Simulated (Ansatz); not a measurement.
## One crystal, many levels of theory: NaSrI3 (cubic perovskite) (Pm-3m)

Wanted: a ladder of band gaps for NaSrI3 (cubic perovskite) (Pm-3m), from density functionals to G0W0.

Program: Ansatz 0.2.0. Level of theory: density functionals, hybrids and G0W0, plane waves, PAW. Results are calculated unless marked as measured.

Report form: the programs' logs are mostly left out.

The structure was built from a prototype and need not be the compound's stable phase.

In doubt: masses and optical values from hybrid runs of this build are listed as unsure (steps 8, 9), which bears on the screening that GW takes from such a start.

**1. Set-up**

Symmetry: Pm-3m, No. 221, cubic system. The conventional cell has a = 6.304 Å, b = 6.304 Å, c = 6.304 Å, α = 90.00°, β = 90.00°, γ = 90.00°. Nearest to Na lie 12 I at 4.46 Å. Sr has 6 I at 3.15 Å nearest. I has 2 Sr at 3.15 Å nearest. It derives from I3Na1Sr1. Farther neighbours and most contacts between anions are not listed.

Coordinates:

```cif
data_structure
_symmetry_space_group_name_H-M 'Pm-3m'
_symmetry_Int_Tables_number 221
_cell_length_a 6.3037
_cell_length_b 6.3037
_cell_length_c 6.3037
_cell_angle_alpha 90.000
_cell_angle_beta 90.000
_cell_angle_gamma 90.000
_cell_volume 250.49
loop_
_atom_site_label
_atom_site_type_symbol
_atom_site_symmetry_multiplicity
_atom_site_Wyckoff_symbol
_atom_site_fract_x
_atom_site_fract_y
_atom_site_fract_z
_atom_site_occupancy
Na1 Na 1 a 0.00000 0.00000 0.00000 1
Sr1 Sr 1 b 0.50000 0.50000 0.50000 1
I1 I 3 c 0.50000 0.50000 0.00000 1
```

The structure was relaxed with PBEsol. The structure type comes from a generator and need not be one that this composition takes. The runs that relaxed it are not among those shown. Spin-orbit coupling is left out unless a step names it. The default PAW set here is soft_2. Its files were made with PBE.

**2. PBEsol on the 4×4×4 mesh**

Levels along a band path and on the mesh show where this functional puts the band edges.

This step: DFT, PBEsol, plane waves, PAW.

Input file input.yaml:

```yaml
crystal:
  lattice:
    - [6.3036929043, 0.0, 0.0]
    - [0.0, 6.3036929043, 0.0]
    - [0.0, 0.0, 6.3036929043]
  atoms:
    - { symbol: Na, position: [0.0, 0.0, 0.0] }
    - { symbol: Sr, position: [0.5, 0.5, 0.5] }
    - { symbol: I, position: [0.5, 0.5, 0.0] }
    - { symbol: I, position: [0.5, 0.0, 0.5] }
    - { symbol: I, position: [0.0, 0.5, 0.5] }
kpoints:
  mp_grid: { grid: [4, 4, 4] }
  band_path:
    path:
      - [[0.0, 0.0, 0.0], [0.0, 0.5, 0.0], [0.5, 0.5, 0.0], [0.0, 0.0, 0.0], [0.5, 0.5, 0.5], [0.0, 0.5, 0.0]]
      - [[0.5, 0.5, 0.5], [0.5, 0.5, 0.0]]
    npoints: 10
hamiltonian:
  xc: pbesol
scf:
  occupations: { method: fermi_dirac, width: 0.02 }
  n_extra_bands: 5
output:
  eigenvalues: true
  forces: true
  stress: true
  write_density: true
  write_potential: true
  elf: true
  volumetric_format: npy
```

The run is started by

```sh
$ ansatz run input.yaml --threads 4 --pin off --max-ram 17510MiB --backend cpu --events-out ev --progress --plain --runs-dir out
```

Wall time 6.1 s (4 threads of Arm Neoverse V1, shared host); peak memory 0.7 GiB; 23 s of CPU time.

Numbers from this step:

```yaml
pressure: -0.03997 GPa
filled_bands: 35
gap: 2.430 eV
valence_top_at: R
conduction_bottom_at: Γ
least_direct_gap: 2.708 eV
```

Over mesh and path the gap is 2.430 eV, from k = (0.500, 0.500, 0.500) to k = Γ. The least direct gap found is 2.708 eV, at k = Γ.

**3. PBEsol+SOC on the 4×4×4 mesh**

This run has two-component orbitals with spin-orbit coupling.

This step: DFT, PBEsol with spin-orbit coupling, plane waves, PAW.

input.yaml, the sections that differ from step 2:

```yaml
kpoints:
  mp_grid: { grid: [4, 4, 4] }
  band_path:
    path: [[0.0, 0.0, 0.0], [0.0, 0.5, 0.0], [0.5, 0.5, 0.0], [0.5, 0.5, 0.5]]
    npoints: 1
scf:
  occupations: { method: fixed }
  n_extra_bands: 10
magnetization:
  noncollinear: true
  spin_orbit: true
output:
  eigenvalues: true
  forces: true
  stress: true
# crystal, hamiltonian: as in step 2
```

It took 22 s on 4 threads; peak memory 1.4 GiB; 85 s of CPU time.

This step gave:

```
pressure             : -0.03260 GPa
gap                  : 2.219 eV
valence top at       : R
conduction bottom at : Γ
least direct gap     : 2.376 eV
```

Over mesh and listed points the gap is 2.219 eV, from k = (0.500, 0.500, 0.500) to k = Γ. The least direct gap found is 2.376 eV, at k = Γ. PBEsol+SOC against PBEsol: 2.219 − 2.430 = −0.211 eV, with the same mesh, set of files (read in its fully relativistic form for the spin-orbit run) and cutoff, and both edges at the same k points. The spin-orbit run sees mesh and listed points alone, so its gap is an upper bound: the coupling can move an edge off these points, and the change over the zone, its sign included where it is small, is not known.

**4. r2SCAN on the 4×4×4 mesh**

r2SCAN is a meta-GGA: it depends on the kinetic-energy density as well as on the density and its gradient.

This step: DFT, r2SCAN, plane waves, PAW.

Edit input.yaml of step 3 so:

```diff
@@ -17,9 +17,6 @@
 hamiltonian:
-  xc: pbesol
+  xc: r2scan
 scf:
   occupations: { method: fixed }
-  n_extra_bands: 10
-magnetization:
-  noncollinear: true
-  spin_orbit: true
+  n_extra_bands: 5
 output:
@@ -28 +25,5 @@
   stress: true
+  write_density: true
+  write_potential: true
+  elf: true
+  volumetric_format: npy
```

Run time: 6.3 s. Hardware: 4 threads; peak memory 1.1 GiB; 24 s of CPU time.

This step gave:

| Item | Value |
| --- | --- |
| pressure | 0.6999 GPa |
| gap | 3.085 eV |
| valence top at | R |
| conduction bottom at | Γ |
| least direct gap | 3.373 eV |

Over mesh and listed points the gap is 3.085 eV, from k = (0.500, 0.500, 0.500) to k = Γ. The least direct gap found is 3.373 eV, at k = Γ. r2SCAN against PBEsol: 3.085 − 2.430 = +0.655 eV. The runs also differ in plane-wave cutoff (420 eV and 500 eV), so how much of this comes from the functional alone is not known.

**5. HSE06 on the 2×2×2 mesh**

HSE06 mixes in a quarter of exact exchange at short range.

This step: DFT, HSE06, plane waves, PAW.

Edit input.yaml of step 4 so:

```diff
@@ -12,3 +12,3 @@
 kpoints:
-  mp_grid: { grid: [4, 4, 4] }
+  mp_grid: { grid: [2, 2, 2] }
   band_path:
@@ -17,3 +17,3 @@
 hamiltonian:
-  xc: r2scan
+  xc: hse06
 scf:
@@ -23,4 +23,2 @@
   eigenvalues: true
-  forces: true
-  stress: true
   write_density: true
```

It took 27 s on 4 threads; peak memory 1.7 GiB; 97 s of CPU time.

Numbers from this step:

```
gap                     : 3.333 eV
valence top at          : R
conduction bottom at    : Γ
least direct gap        : 3.638 eV
exact-exchange fraction : 0.25
```

Over mesh and listed points the gap is 3.333 eV, from k = (0.500, 0.500, 0.500) to k = Γ. The least direct gap found is 3.638 eV, at k = Γ. HSE06 against PBEsol: 3.333 − 2.430 = +0.903 eV. The runs also differ in mesh (4×4×4 and 2×2×2), so how much of this comes from the functional alone is not known.

**6. PBE0 on the 2×2×2 mesh**

PBE0 mixes in a quarter of exact exchange at all distances.

This step: DFT, PBE0, plane waves, PAW.

Edit input.yaml of step 5 so:

```diff
@@ -17,3 +17,3 @@
 hamiltonian:
-  xc: hse06
+  xc: pbe0
 scf:
```

It took 26 s on 4 threads; peak memory 1.7 GiB; 92 s of CPU time.

Numbers from this step:

```yaml
gap: 4.026 eV
valence_top_at: R
conduction_bottom_at: Γ
least_direct_gap: 4.335 eV
exact_exchange_fraction: 0.25
```

Over mesh and listed points the gap is 4.026 eV, from k = (0.500, 0.500, 0.500) to k = Γ. The least direct gap found is 4.335 eV, at k = Γ. PBE0 against HSE06: 4.026 − 3.333 = +0.693 eV, with the same mesh, files and cutoff, and both edges at the same k points.

**7. G0W0@PBEsol, 2×2×2 mesh, 747 empty bands, screening to 120 eV**

G0W0 replaces the xc potential by a self-energy built once from the orbitals of the start. Levels are corrected in the window of bands that the input names, at points of the mesh.

This step: G0W0 on PBEsol, plane waves, PAW.

Input file input.yaml:

```yaml
crystal:
  lattice:
    - [6.3036929043, 0.0, 0.0]
    - [0.0, 6.3036929043, 0.0]
    - [0.0, 0.0, 6.3036929043]
  atoms:
    - { symbol: Na, position: [0.0, 0.0, 0.0] }
    - { symbol: Sr, position: [0.5, 0.5, 0.5] }
    - { symbol: I, position: [0.5, 0.5, 0.0] }
    - { symbol: I, position: [0.5, 0.0, 0.5] }
    - { symbol: I, position: [0.0, 0.5, 0.5] }
kpoints:
  mp_grid: { grid: [2, 2, 2] }
hamiltonian:
  xc: pbesol
scf:
  occupations: { method: fixed }
gw:
  n_empty_bands: 747
  ecut_chi: 120.0
  qp_bands: [v2, c2]
  qp_kpoints: band_edges
  screening: { model: contour_deformation }
```

The job ended after 2 min (4 threads; peak memory 4.4 GiB).

Numbers from this step:

- bands summed: 782
- RPA ε∞ on this mesh (eigenvalues): 3.255, 3.255, 3.255
- plane waves in the screening matrix: 739
- G0W0 gap over the corrected points: 4.169 eV
- k of the valence top: -0.5, -0.5, -0.5
- k of the conduction bottom: 0, 0, 0
- starting gap on the mesh: 2.423 eV
- Z at the valence top: 0.7715
- Z at the conduction bottom: 0.8310
- least direct G0W0 gap over the corrected points: 4.468 eV

Over all 4 irreducible mesh points the G0W0 gap is 4.169 eV, from k = (-0.500, -0.500, -0.500) to k = Γ. The PBEsol gap of this run on the mesh is 2.423 eV. The two states that bound the G0W0 gap lie that far apart at the start, so the correction of the gap is 4.169 − 2.423 = +1.746 eV.

**8. G0W0@HSE06, 2×2×2 mesh, 747 empty bands, screening to 120 eV**

This step: G0W0 on HSE06, plane waves, PAW.

Edit input.yaml of step 7 so:

```diff
@@ -14,3 +14,3 @@
 hamiltonian:
-  xc: pbesol
+  xc: hse06
 scf:
```

Wall time 9.1 min (4 threads); peak memory 3.2 GiB.

This step gave:

```
bands summed                                    : 782
RPA ε∞ on this mesh (eigenvalues)               : 2.681, 2.681, 2.681
plane waves in the screening matrix             : 739
G0W0 gap over the corrected points              : 4.731 eV
k of the valence top                            : -0.5, -0.5, -0.5
k of the conduction bottom                      : 0, 0, 0
starting gap on the mesh                        : 3.333 eV
Z at the valence top                            : 0.8071
Z at the conduction bottom                      : 0.8601
least direct G0W0 gap over the corrected points : 5.044 eV
```

Over all 4 irreducible mesh points the G0W0 gap is 4.731 eV, from k = (-0.500, -0.500, -0.500) to k = Γ. The HSE06 gap of this run on the mesh is 3.333 eV. The two states that bound the G0W0 gap lie that far apart at the start, so the correction of the gap is 4.731 − 3.333 = +1.398 eV. G0W0@HSE06 against G0W0@PBEsol with 782 bands: 4.731 − 4.169 = +0.562 eV, with the same mesh, files and cutoffs, and both edges at the same k points.

**9. G0W0@PBE0, 2×2×2 mesh, 747 empty bands, screening to 120 eV**

This step: G0W0 on PBE0, plane waves, PAW.

Edit input.yaml of step 8 so:

```diff
@@ -14,3 +14,3 @@
 hamiltonian:
-  xc: hse06
+  xc: pbe0
 scf:
```

Run time: 8.4 min. Hardware: 4 threads; peak memory 3.2 GiB.

Numbers from this step:

* bands summed: 782
* RPA ε∞ on this mesh (eigenvalues): 2.533, 2.533, 2.533
* plane waves in the screening matrix: 739
* G0W0 gap over the corrected points: 4.977 eV
* k of the valence top: -0.5, -0.5, -0.5
* k of the conduction bottom: 0, 0, 0
* starting gap on the mesh: 4.026 eV
* Z at the valence top: 0.8221
* Z at the conduction bottom: 0.8724
* least direct G0W0 gap over the corrected points: 5.289 eV

Over all 4 irreducible mesh points the G0W0 gap is 4.977 eV, from k = (-0.500, -0.500, -0.500) to k = Γ. The PBE0 gap of this run on the mesh is 4.026 eV. The two states that bound the G0W0 gap lie that far apart at the start, so the correction of the gap is 4.977 − 4.026 = +0.951 eV. G0W0@PBE0 against G0W0@HSE06 with 782 bands: 4.977 − 4.731 = +0.246 eV, with the same mesh, files and cutoffs, and both edges at the same k points. The program's warnings for this run: coarse exchange mesh.

**10. The ladder**

Each gap is the least one over the points named; times are wall times on shared hosts, not benchmarks. A G0W0 time includes the run's own self-consistent start. Runs with listed points see these and the mesh alone, so an edge that moves elsewhere is missed. Rows marked * are further runs, not shown as steps, whose inputs differ from the G0W0 step on the same start in the columns given; solver thresholds can differ too. Symmetry makes (0.500, 0.500, 0.500) and (-0.500, -0.500, -0.500) one point.

```csv
level,mesh,"files, cutoff","bands summed, screening",points,gap (eV),valence top,conduction bottom,least direct gap (eV),time
PBEsol,4×4×4,"soft_2 PAW, 420 eV",-,mesh and path,2.430,"(0.500, 0.500, 0.500)",Γ,2.708,6.1 s
PBEsol+SOC,4×4×4,"soft_2 PAW, 420 eV",-,mesh and listed points,2.219,"(0.500, 0.500, 0.500)",Γ,2.376,22 s
r2SCAN,4×4×4,"soft_2 PAW, 500 eV",-,mesh and listed points,3.085,"(0.500, 0.500, 0.500)",Γ,3.373,6.3 s
HSE06,2×2×2,"soft_2 PAW, 420 eV",-,mesh and listed points,3.333,"(0.500, 0.500, 0.500)",Γ,3.638,27 s
PBE0,2×2×2,"soft_2 PAW, 420 eV",-,mesh and listed points,4.026,"(0.500, 0.500, 0.500)",Γ,4.335,26 s
G0W0@PBEsol*,2×2×2,"soft_2 PAW, 420 eV","157, 36 eV",all 4 irreducible mesh points,3.697,"(-0.500, -0.500, -0.500)",Γ,3.997,7.2 s
G0W0@PBEsol*,2×2×2,"soft_2 PAW, 420 eV","382, 72 eV",all 4 irreducible mesh points,3.975,"(-0.500, -0.500, -0.500)",Γ,4.273,25 s
G0W0@PBEsol,2×2×2,"soft_2 PAW, 420 eV","782, 120 eV",all 4 irreducible mesh points,4.169,"(-0.500, -0.500, -0.500)",Γ,4.468,2 min
G0W0@HSE06,2×2×2,"soft_2 PAW, 420 eV","782, 120 eV",all 4 irreducible mesh points,4.731,"(-0.500, -0.500, -0.500)",Γ,5.044,9.1 min
G0W0@PBE0,2×2×2,"soft_2 PAW, 420 eV","782, 120 eV",all 4 irreducible mesh points,4.977,"(-0.500, -0.500, -0.500)",Γ,5.289,8.4 min
```

**11. Results**

| Quantity | Value |
| --- | --- |
| PBEsol, over mesh and path | 2.430 eV |
| PBEsol+SOC, over mesh and listed points | 2.219 eV |
| r2SCAN, over mesh and listed points | 3.085 eV |
| HSE06, over mesh and listed points | 3.333 eV |
| PBE0, over mesh and listed points | 4.026 eV |
| G0W0@PBEsol (782 bands, 2×2×2), over all 4 irreducible mesh points | 4.169 eV |
| G0W0@HSE06, over all 4 irreducible mesh points | 4.731 eV |
| G0W0@PBE0, over all 4 irreducible mesh points | 4.977 eV |
| known limits | finite bands, screening cutoff and k mesh; no spin-orbit coupling in G0W0; screening cutoff under 40 eV in some runs |

In words: The rows run from 2.219 eV (PBEsol+SOC) to 4.977 eV (G0W0@PBE0). They differ in mesh, plane-wave cutoff, bands and screening cutoff of G0W0 and the points over which the gap was sought as well as in level, so only pairs that share these are like for like. PBEsol+SOC against PBEsol: 2.219 − 2.430 = −0.211 eV, with the same mesh, set of files (read in its fully relativistic form for the spin-orbit run) and cutoff, and both edges at the same k points. The spin-orbit run sees mesh and listed points alone, so its gap is an upper bound: the coupling can move an edge off these points, and the change over the zone, its sign included where it is small, is not known. PBE0 against HSE06: 4.026 − 3.333 = +0.693 eV, with the same mesh, files and cutoff, and both edges at the same k points. G0W0@HSE06 against G0W0@PBEsol with 782 bands: 4.731 − 4.169 = +0.562 eV, with the same mesh, files and cutoffs, and both edges at the same k points. G0W0@PBE0 against G0W0@HSE06 with 782 bands: 4.977 − 4.731 = +0.246 eV, with the same mesh, files and cutoffs, and both edges at the same k points. G0W0@PBEsol (782 bands, 2×2×2) moves the gap of its own start on the mesh by 4.169 − 2.423 = +1.746 eV, between the same two levels. Both edges that PBEsol shows over mesh and path lie at k points where levels were corrected. Levels at other points were not corrected, so a lower G0W0 gap elsewhere in the zone is not ruled out. G0W0@HSE06 moves the gap of its own start on the mesh by 4.731 − 3.333 = +1.398 eV, between the same two levels. Both edges that HSE06 shows over mesh and listed points lie at k points where levels were corrected. Levels at other points were not corrected, so a lower G0W0 gap elsewhere in the zone is not ruled out. G0W0@PBE0 moves the gap of its own start on the mesh by 4.977 − 4.026 = +0.951 eV, between the same two levels. Both edges that PBE0 shows over mesh and listed points lie at k points where levels were corrected. Levels at other points were not corrected, so a lower G0W0 gap elsewhere in the zone is not ruled out. What spin-orbit coupling does to the G0W0 levels was not computed, so no sum with the G0W0 gap is formed. For G0W0@PBEsol: from 157 bands and 36 eV to 782 bands and 120 eV the gap moves by 4.169 − 3.697 = +0.472 eV (rung by rung 3.697, 3.975, 4.169 eV); bands and screening cutoff rise together, so their parts are not told apart. A line in one over the bands through the two highest rungs gives 4.169 + (4.169 − 3.975) × 382 / (782 − 382) = 4.354 eV, and through the pair below 3.975 + (3.975 − 3.697) × 157 / (382 − 157) = 4.169 eV. The two differ by 0.185 eV, not under the 0.030 eV asked, so the law does not hold well over these rungs and the limit is not known. The other G0W0 rows are shown at one basis each (782 bands), so their distance from the limit is not known here. For G0W0@PBE0: the program's warnings for this run: coarse exchange mesh. The G0W0 runs are scalar-relativistic. This is the ideal cubic cell; tilts or off-centring, which many perovskites show locally, are not in it. No pair of G0W0 runs that differ in the mesh alone is shown (2×2×2 is a supercell whose nearest images lie 13 Å apart), so the error from the mesh is not known here. G0W0@PBEsol runs of this series with other atomic data on the same mesh, not shown as steps, give 4.231 eV (hard PAW, 700 eV, 1143 bands, screening to 156 eV); where bands and cutoffs differ too, the part of the files is not isolated. A screening cutoff under 40 eV is crude: G0W0@PBEsol with 157 bands at 36 eV.

[Paths, hosts, dates, memory and timing lines, banners, echoed tables and standing remarks are left out of the program output.]

[Logs are printed without paths, hosts, clocks, repeated set-up lines and the standing remarks that a program may print on its own settings, such as how far it seeks lower states.]

[Runs of the session that timed out or met a known fault of the program may be left out.]

[Cells called generated may have been cut or substituted from an entry of the Crystallography Open Database or the Materials Project.]

[Hosts, paths, dates, database ids (printed as entryN), source tags and the programs' standing remarks are cut or masked in the printed files.]

[Where an RPA ε∞ is given, it is that of the G0W0 mesh and is not shown converged in it. Names of k-points follow the symmetry that the program found, which can be lower than the space group named. Band edges on a path are those of the sampled points; other points can move an edge, and change direct to indirect where valleys lie close.]

[Hybrid gaps are those of their k-mesh and are not shown converged in it.]
